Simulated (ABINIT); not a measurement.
# How the form of the self-energy moves the gap of BN (Qingsongite)

Wanted: the gap of BN (Qingsongite) under several approximations, with cost.

Program: ABINIT 10.8.3. Level of theory: PBE and many-body steps on it, plane waves. Results are calculated unless marked as measured.

**1. The starting structure**

Symmetry: F-43m, No. 216, cubic system. The conventional cell has a = 3.615 Å, b = 3.615 Å, c = 3.615 Å, α = 90.00°, β = 90.00°, γ = 90.00°. Nearest to B lie 4 N at 1.57 Å. N has 4 B at 1.57 Å nearest. Farther neighbours and most contacts between anions are not listed.

The cell and positions come from the Crystallography Open Database and are kept as given unless a step says otherwise.

**2. Empty states on the mesh, 8×8×8 mesh, 111 bands**

This step: ABINIT 10.8.3; DFT, PBE, plane waves, norm-conserving pseudopotentials.

The sums over transitions need many empty states on a uniform mesh; this step solves for them.

The input, run.abi:

```
acell 3*1.0 Angstrom
rprim 
  -0.000000000000 1.807500000000 1.807500000000
  1.807500000000 0.000000000000 1.807500000000
  1.807500000000 1.807500000000 -0.000000000000
ntypat 2
znucl 5 7
natom 2
typat 1 2
xred 
  0.000000000000 0.000000000000 0.000000000000
  0.250000000000 0.250000000000 0.250000000000
pp_dirpath "pseudos"
pseudos "B.upf, N.upf"
ecut 36
ngkpt 8 8 8
nshiftk 1
shiftk 0 0 0
kptopt 1
chksymbreak 0
irdden 1
istwfk *1
nband 111
prtvol 0
optdriver 6
gwr_task "HDIAGO"
paral_kgb 0
occopt 1
indata_prefix "in"
outdata_prefix "out"
tmpdata_prefix "tmp"
```

Run with:

```sh
$ OMP_NUM_THREADS=1 mpirun -n 4 abinit run.abi > log
```

Output:

```text
.Version 10.8.3 of ABINIT. v10.8.2 released Aug 2026.

 Symmetries : space group F-4 3 m (#216); Bravais cF (face-center cubic)
[... echo of the input left out ...]
== DATASET  1 ==================================================================
-   mpi_nproc: 4, omp_nthreads: 1 (-1 if OMP is not activated)

--- !DatasetInfo
iteration_state: {dtset: 1, }
dimensions: {natom: 2, nkpt: 29, mband: 111, nsppol: 1, nspinor: 1, nspden: 1, mpw: 869, }
cutoff_energies: {ecut:  36.0, pawecutdg:  -1.0, }
[...]
Indirect band gap semiconductor
 Fundamental gap:     4.535 (eV)
   VBM:     8.220 (eV) at k: [ 0.0000E+00,  0.0000E+00,  0.0000E+00]
   CBM:    12.755 (eV) at k: [ 5.0000E-01,  5.0000E-01,  0.0000E+00]
 Direct gap:         8.878 (eV) at k: [ 0.0000E+00,  0.0000E+00,  0.0000E+00]

== END DATASET(S) ==============================================================
================================================================================

 -outvars: echo values of variables after computation  --------
           etotal      0.0000000000E+00
            nband         111
             nkpt          29
          spgroup         216
 [... the other variables as echoed above ...]

 Calculation completed.
```

Elapsed: 8.2 s, on 4 MPI ranks of Arm Neoverse V1, shared host; peak memory 0.39 GiB.

This step gave:

| Quantity | Value |
| --- | --- |
| gap | 4.535 eV |
| k of the valence top | 0, 0, 0 |
| k of the conduction bottom | 0.5, 0.5, 0 |
| least direct gap | 8.878 eV |
| k points computed | 29 |
| lowest point of the top converged band, above the valence top | 212.9686 eV |

On this mesh the gap is 4.535 eV.

The density comes from a self-consistent run that is not shown.

**3. Screening, 8×8×8 mesh, 103 bands, screening to 304.8 eV**

The RPA dielectric matrix is built and inverted for each q.

This step: RPA screening on PBE, plane waves, norm-conserving pseudopotentials.

Edit run.abi of step 2 so:

```diff
@@ -20,10 +20,11 @@
 chksymbreak 0
-irdden 1
 istwfk *1
-nband 111
-prtvol 0
-optdriver 6
-gwr_task "HDIAGO"
-paral_kgb 0
 occopt 1
+irdwfk 1
+optdriver 3
+nband 103
+ecuteps 11.2
+inclvkb 2
+awtr 1
+symchi 1
 indata_prefix "in"
```

Output:

```text
.Version 10.8.3 of ABINIT. v10.8.2 released Aug 2026.

 Symmetries : space group F-4 3 m (#216); Bravais cF (face-center cubic)
[... echo of the input left out ...]
== DATASET  1 ==================================================================
-   mpi_nproc: 4, omp_nthreads: 1 (-1 if OMP is not activated)

--- !DatasetInfo
iteration_state: {dtset: 1, }
dimensions: {natom: 2, nkpt: 29, mband: 103, nsppol: 1, nspinor: 1, nspden: 1, mpw: 869, }
cutoff_energies: {ecut:  36.0, pawecutdg:  -1.0, }
electrons: {nelect:   8.00000000E+00, charge:   0.00000000E+00, occopt:   1.00000000E+00, tsmear:   1.00000000E-02, }

 SCREENING: Calculation of the susceptibility and dielectric matrices

 Based on a program developped by R.W. Godby, V. Olevano, G. Onida, and L. Reining.
 Incorporated in ABINIT by V. Olevano, G.-M. Rignanese, and M. Torrent.
.Using double precision arithmetic ; gwpc =  8

[... cell and pseudopotentials left out ...]
--------------------------------------------------------------------------------

 ==== K-mesh for the wavefunctions ====
 Number of points in the irreducible wedge :    29
[... list of points left out ...]
 Together with 24 symmetry operations and time-reversal symmetry
 yields   512 points in the full Brillouin Zone.

 ==== Q-mesh for the screening function ====
 Number of points in the irreducible wedge :    29
[... list of points left out ...]
 Together with 24 symmetry operations and time-reversal symmetry
 yields   512 points in the full Brillouin Zone.

 setmesh: FFT mesh size selected  =    20x   20x   20
          total number of points  =         8000

 vcoul_init : cutoff-mode = AUXILIARY_FUNCTION
 q-points for optical limit:   1
     1)      0.000010    0.000020    0.000030

- screening: taking advantage of time-reversal symmetry
- Maximum band index for partially occupied states nbvw = 4
- Remaining bands to be divided among processors   nbcw = 99
- Number of bands treated by each node ~24

 Number of electrons calculated from density =    8.0000; Expected =    8.0000
 average of density, n =  0.100376
 r_s =    1.3348
 omega_plasma =   30.5612 [eV]

 calculating chi0 at frequencies [eV] :
  1    0.000000E+00    0.000000E+00
  2    0.000000E+00    3.056116E+01

--------------------------------------------------------------------------------
  q-point number  1        q = ( 0.000000, 0.000000, 0.000000) [r.l.u.]
--------------------------------------------------------------------------------
[... chi0 elements left out ...]
 For q-point:  0.000010 0.000020 0.000030
  dielectric constant =   4.3109
  dielectric constant without local fields =   4.6611

  Average fulfillment of the sum rule on Im[epsilon] for q-point    1 :     93.78  [%]
[... wings left out ...]
  q-point number  2        q = ( 0.125000, 0.000000, 0.000000) [r.l.u.]
--------------------------------------------------------------------------------
[... chi0 elements left out ...]
  Average fulfillment of the sum rule on Im[epsilon] for q-point    2 :     99.52  [%]

 [... 27 further q-points ...]
```

The job ended after 83 s (4 MPI ranks; peak memory 0.83 GiB; 5.5 min of CPU time).

This step gave:

```
ε∞ with local fields, on this mesh, along the program's q direction : 4.311
the same without local fields                                       : 4.661
plasma frequency                                                    : 30.56 eV
plane waves in the screening matrix                                 : 137
```

Local fields lower ε∞ by 8 %.

**4. G0W0, Godby-Needs plasmon pole**

The self-energy is evaluated for the states that the input lists, and the levels follow from it, in one-shot runs by the linearised quasiparticle equation.

This step: G0W0 on PBE, plane waves, norm-conserving pseudopotentials.

Edit run.abi of step 3 so:

```diff
@@ -23,8 +23,17 @@
 irdwfk 1
-optdriver 3
+optdriver 4
 nband 103
+gwcalctyp 0
+ecutsigx 36
+symsigma 1
+nkptgw 2
+kptgw 
+  0.0000000000 0.0000000000 0.0000000000
+  0.5000000000 0.5000000000 0.0000000000
+bdgw 
+  2 7
+  3 6
 ecuteps 11.2
-inclvkb 2
-awtr 1
-symchi 1
+irdscr 1
+ppmodel 1
 indata_prefix "in"
```

Output:

```text
.Version 10.8.3 of ABINIT. v10.8.2 released Aug 2026.

 Symmetries : space group F-4 3 m (#216); Bravais cF (face-center cubic)
[... echo of the input left out ...]
== DATASET  1 ==================================================================
-   mpi_nproc: 4, omp_nthreads: 1 (-1 if OMP is not activated)

--- !DatasetInfo
iteration_state: {dtset: 1, }
dimensions: {natom: 2, nkpt: 29, mband: 103, nsppol: 1, nspinor: 1, nspden: 1, mpw: 869, }
cutoff_energies: {ecut:  36.0, pawecutdg:  -1.0, }
electrons: {nelect:   8.00000000E+00, charge:   0.00000000E+00, occopt:   1.00000000E+00, tsmear:   1.00000000E-02, }

 SIGMA: Calculation of the GW corrections

 Based on a program developped by R.W. Godby, V. Olevano, G. Onida, and L. Reining.
 Incorporated in ABINIT by V. Olevano, G.-M. Rignanese, and M. Torrent.
.Using double precision arithmetic ; gwpc =  8

[... cell and pseudopotentials left out ...]
--------------------------------------------------------------------------------

 ==== K-mesh for the wavefunctions ====
 Number of points in the irreducible wedge :    29
[... list of points left out ...]
 Together with 24 symmetry operations and time-reversal symmetry
 yields   512 points in the full Brillouin Zone.

 ==== Q-mesh for screening function ====
 Number of points in the irreducible wedge :    29
[... list of points left out ...]
 Together with 24 symmetry operations and time-reversal symmetry
 yields   512 points in the full Brillouin Zone.

 vcoul_init : cutoff-mode = AUXILIARY_FUNCTION
 q-points for optical limit:   1
     1)      0.000010    0.000020    0.000030
 setmesh: FFT mesh size selected  =    25x   25x   25
          total number of points  =        15625

 Number of electrons calculated from density =    8.0000; Expected =    8.0000
 average of density, n =  0.100376
 r_s =    1.3348
 omega_plasma =   30.5612 [eV]

 === KS Band Gaps ===
  >>>> For spin  1
   Minimum direct gap =   8.8782 [eV], located at k-point      :   0.0000  0.0000  0.0000
   Fundamental gap    =   4.5349 [eV], Top of valence bands at :   0.0000  0.0000  0.0000
                                       Bottom of conduction at :   0.5000  0.5000  0.0000
 SIGMA fundamental parameters:
 PLASMON POLE MODEL  1
 number of plane-waves for SigmaX                  869
 number of plane-waves for SigmaC and W            137
 number of plane-waves for wavefunctions           869
 number of bands                                   103
 number of independent spin polarizations            1
 number of spinorial components                      1
 number of k-points in IBZ                          29
 number of q-points in IBZ                          29
 number of symmetry operations                      24
 number of k-points in BZ                          512
 number of q-points in BZ                          512
 number of frequencies for dSigma/dE                 9
 frequency step for dSigma/dE [eV]                0.25
 number of omega for Sigma on real axis              0
 max omega for Sigma on real axis  [eV]           0.00
 zcut for avoiding poles [eV]                     0.10

 EPSILON^-1 parameters (SCR file):
 dimension of the eps^-1 matrix on file            137
 dimension of the eps^-1 matrix used               137
 number of plane-waves for wavefunctions           869
 number of bands                                   103
 number of q-points in IBZ                          29
 number of frequencies                               2
 number of real frequencies                          1
 number of imag frequencies                          1

 matrix elements of self-energy operator (all in [eV])

 Perturbative Calculation

--- !SelfEnergy_ee
iteration_state: {dtset: 1, }
kpoint     : [   0.000,    0.000,    0.000, ]
spin       : 1
KS_gap     :    8.878
QP_gap     :   10.971
Delta_QP_KS:    2.093
data: !SigmaeeData |
     Band     E0 <VxcDFT>   SigX SigC(E0)      Z dSigC/dE  Sig(E)    E-E0       E
        2   8.220 -18.520 -22.080   2.384   0.827  -0.209 -19.492  -0.973   7.248
        3   8.220 -18.520 -22.080   2.384   0.827  -0.209 -19.492  -0.973   7.248
        4   8.220 -18.520 -22.080   2.384   0.827  -0.209 -19.492  -0.973   7.248
        5  17.099 -13.778  -7.152  -5.297   0.842  -0.187 -12.658   1.120  18.219
        6  17.099 -13.778  -7.152  -5.297   0.842  -0.187 -12.658   1.120  18.219
        7  17.099 -13.778  -7.152  -5.297   0.842  -0.187 -12.658   1.120  18.219

--- !SelfEnergy_ee
iteration_state: {dtset: 1, }
kpoint     : [   0.500,    0.500,    0.000, ]
spin       : 1
KS_gap     :    9.442
QP_gap     :   11.422
Delta_QP_KS:    1.980
data: !SigmaeeData |
     Band     E0 <VxcDFT>   SigX SigC(E0)      Z dSigC/dE  Sig(E)    E-E0       E
        3   3.313 -16.496 -21.657   3.411   0.815  -0.227 -17.923  -1.426   1.887
        4   3.313 -16.496 -21.657   3.411   0.815  -0.227 -17.923  -1.426   1.887
        5  12.755 -12.570  -7.394  -4.527   0.854  -0.171 -12.016   0.554  13.309
        6  17.562 -12.696  -6.779  -5.121   0.851  -0.176 -12.019   0.677  18.239

== END DATASET(S) ==============================================================
================================================================================

 -outvars: echo values of variables after computation  --------
           etotal      0.0000000000E+00
            nband         103
             nkpt          29
          spgroup         216
 [... the other variables as echoed above ...]

 Calculation completed.
```

Run time: 12 s. Hardware: 4 MPI ranks; peak memory 0.83 GiB.

Numbers from this step:

```yaml
g0w0_gap_on_the_points_computed: 6.061 eV
starting_gap_on_the_mesh: 4.535 eV
k_of_the_valence_top: 0, 0, 0
k_of_the_conduction_bottom: 0.5, 0.5, 0
z_at_the_valence_top: 0.827
z_at_the_conduction_bottom: 0.854
least_direct_g0w0_gap_on_the_computed_points: 10.97 eV
```

The gap on the mesh goes from 4.53 eV to 6.06 eV, a correction of +1.53 eV.

**5. G0W0, Hybertsen-Louie plasmon pole**

Edit run.abi of step 4 so:

```diff
@@ -37,3 +37,3 @@
 irdscr 1
-ppmodel 1
+ppmodel 2
 indata_prefix "in"
```

Output:

```text
.Version 10.8.3 of ABINIT. v10.8.2 released Aug 2026.

 Symmetries : space group F-4 3 m (#216); Bravais cF (face-center cubic)
[... echo of the input left out ...]
== DATASET  1 ==================================================================
-   mpi_nproc: 4, omp_nthreads: 1 (-1 if OMP is not activated)

--- !DatasetInfo
iteration_state: {dtset: 1, }
dimensions: {natom: 2, nkpt: 29, mband: 103, nsppol: 1, nspinor: 1, nspden: 1, mpw: 869, }
cutoff_energies: {ecut:  36.0, pawecutdg:  -1.0, }
electrons: {nelect:   8.00000000E+00, charge:   0.00000000E+00, occopt:   1.00000000E+00, tsmear:   1.00000000E-02, }

 SIGMA: Calculation of the GW corrections

 Based on a program developped by R.W. Godby, V. Olevano, G. Onida, and L. Reining.
 Incorporated in ABINIT by V. Olevano, G.-M. Rignanese, and M. Torrent.
.Using double precision arithmetic ; gwpc =  8

[... cell and pseudopotentials left out ...]
--------------------------------------------------------------------------------

 ==== K-mesh for the wavefunctions ====
 Number of points in the irreducible wedge :    29
[... list of points left out ...]
 Together with 24 symmetry operations and time-reversal symmetry
 yields   512 points in the full Brillouin Zone.

 ==== Q-mesh for screening function ====
 Number of points in the irreducible wedge :    29
[... list of points left out ...]
 Together with 24 symmetry operations and time-reversal symmetry
 yields   512 points in the full Brillouin Zone.

 vcoul_init : cutoff-mode = AUXILIARY_FUNCTION
 q-points for optical limit:   1
     1)      0.000010    0.000020    0.000030
 setmesh: FFT mesh size selected  =    25x   25x   25
          total number of points  =        15625

 Number of electrons calculated from density =    8.0000; Expected =    8.0000
[...]
number of omega for Sigma on real axis              0
 max omega for Sigma on real axis  [eV]           0.00
 zcut for avoiding poles [eV]                     0.10

 EPSILON^-1 parameters (SCR file):
 dimension of the eps^-1 matrix on file            137
 dimension of the eps^-1 matrix used               137
 number of plane-waves for wavefunctions           869
 number of bands                                   103
 number of q-points in IBZ                          29
 number of frequencies                               2
 number of real frequencies                          1
 number of imag frequencies                          1

 matrix elements of self-energy operator (all in [eV])

 Perturbative Calculation

--- !SelfEnergy_ee
iteration_state: {dtset: 1, }
kpoint     : [   0.000,    0.000,    0.000, ]
spin       : 1
KS_gap     :    8.878
QP_gap     :   11.214
Delta_QP_KS:    2.336
data: !SigmaeeData |
     Band     E0 <VxcDFT>   SigX SigC(E0)      Z dSigC/dE  Sig(E)    E-E0       E
        2   8.220 -18.520 -22.080   1.882   0.850  -0.177 -19.946  -1.427   6.794
        3   8.220 -18.520 -22.080   1.882   0.850  -0.177 -19.946  -1.427   6.794
        4   8.220 -18.520 -22.080   1.882   0.850  -0.177 -19.946  -1.427   6.794
[...]
--- !SelfEnergy_ee
iteration_state: {dtset: 1, }
kpoint     : [   0.500,    0.500,    0.000, ]
spin       : 1
KS_gap     :    9.442
QP_gap     :   11.618
Delta_QP_KS:    2.176
data: !SigmaeeData |
     Band     E0 <VxcDFT>   SigX SigC(E0)      Z dSigC/dE  Sig(E)    E-E0       E
[...]
5  12.755 -12.570  -7.394  -4.853   0.871  -0.148 -12.288   0.281  13.037
        6  17.562 -12.696  -6.779  -5.416   0.867  -0.154 -12.262   0.434  17.996

== END DATASET(S) ==============================================================
================================================================================

 -outvars: echo values of variables after computation  --------
           etotal      0.0000000000E+00
            nband         103
             nkpt          29
          spgroup         216
 [... the other variables as echoed above ...]

 Calculation completed.
```

Elapsed: 12 s, on 4 MPI ranks; peak memory 0.81 GiB; 46 s of CPU time.

This step gave:

```yaml
g0w0_gap_on_the_points_computed: 6.243 eV
starting_gap_on_the_mesh: 4.535 eV
k_of_the_valence_top: 0, 0, 0
k_of_the_conduction_bottom: 0.5, 0.5, 0
z_at_the_valence_top: 0.85
z_at_the_conduction_bottom: 0.871
least_direct_g0w0_gap_on_the_computed_points: 11.21 eV
```

Against G0W0 in ABINIT (8×8×8 mesh, 103 bands, screening to 304.8 eV, Godby-Needs plasmon pole), the gap moves by +0.182 eV.

**6. G0W0, von der Linden-Horsch plasmon pole**

Edit run.abi of step 5 so:

```diff
@@ -37,3 +37,3 @@
 irdscr 1
-ppmodel 2
+ppmodel 3
 indata_prefix "in"
```

Output:

```text
.Version 10.8.3 of ABINIT. v10.8.2 released Aug 2026.

 Symmetries : space group F-4 3 m (#216); Bravais cF (face-center cubic)
[... echo of the input left out ...]
== DATASET  1 ==================================================================
-   mpi_nproc: 4, omp_nthreads: 1 (-1 if OMP is not activated)

--- !DatasetInfo
iteration_state: {dtset: 1, }
dimensions: {natom: 2, nkpt: 29, mband: 103, nsppol: 1, nspinor: 1, nspden: 1, mpw: 869, }
cutoff_energies: {ecut:  36.0, pawecutdg:  -1.0, }
[...]
Band     E0 <VxcDFT>   SigX SigC(E0)      Z dSigC/dE  Sig(E)    E-E0       E
[...]
5  12.755 -12.570  -7.394  -4.976   0.878  -0.139 -12.395   0.175  12.930
        6  17.562 -12.696  -6.779  -5.550   0.877  -0.140 -12.374   0.322  17.884

== END DATASET(S) ==============================================================
================================================================================

 -outvars: echo values of variables after computation  --------
           etotal      0.0000000000E+00
            nband         103
             nkpt          29
          spgroup         216
 [... the other variables as echoed above ...]

 Calculation completed.
```

Wall time 5.3 s (4 MPI ranks); peak memory 0.59 GiB; 21 s of CPU time.

Numbers from this step:

* G0W0 gap on the points computed: 6.094 eV
* starting gap on the mesh: 4.535 eV
* k of the valence top: 0, 0, 0
* k of the conduction bottom: 0.5, 0.5, 0
* least direct G0W0 gap on the computed points: 11.03 eV

Against G0W0 in ABINIT (8×8×8 mesh, 103 bands, screening to 304.8 eV, Godby-Needs plasmon pole), the gap moves by +0.033 eV.

(Continued in part 2 of 2.)

[Paths, hosts, dates, memory and timing lines, banners, echoed tables and standing remarks are left out of the program output.]

[Logs are printed without paths, hosts, clocks, repeated set-up lines and the standing remarks that a program may print on its own settings, such as how far it seeks lower states.]

[Runs of the session that timed out or met a known fault of the program may be left out.]

[Hosts, paths, dates, database ids (printed as entryN), source tags and the programs' standing remarks are cut or masked in the printed files.]

[G0W0 gaps are taken among the corrected bands and points alone; a level outside them can change the order at an edge.]

[Where Ansatz stands beside ABINIT at settings called matched, ABINIT's density can come from a denser mesh and the files from another edition; pairs whose starting gaps differed by over 0.03 eV were left out, so agreement reads better than it is.]
